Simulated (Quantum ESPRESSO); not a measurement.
**Sn in Quantum ESPRESSO: the effect of functional**

Crystal: Sn.

```
Sn
1.0
    -1.89465    1.89465    1.89465
     1.89465   -1.89465    1.89465
     1.89465    1.89465   -1.89465
Sn
1
Direct
  0.00000 0.00000 0.00000
```

This isn't the form of Sn at room conditions, which is tetragonal (white tin).

Alike in all runs:

| Item | Value |
| --- | --- |
| Program | Quantum ESPRESSO 7.5 |
| Task | phonon dispersion |
| Cutoff | 925 eV |
| Density cutoff | 7401 eV |
| k mesh | 10 × 10 × 10 |
| Occupations | cold, width 0.2 eV |
| Spin | no spin polarisation |

Each run relaxes the cell or the atoms first.

```csv
functional,potentials or basis,relaxed volume (Å³/atom),highest phonon frequency (cm⁻¹)
LDA,GBRV 1.5 LDA,25.06,112
PBE,GBRV 1.5 PBE,27.43,102
PBEsol,GBRV 1.5 PBEsol,?,?
```

Question: What does the run with functional PBEsol give?

Answer: Relaxed volume 25.75 Å³/atom; highest phonon frequency 111 cm⁻¹.
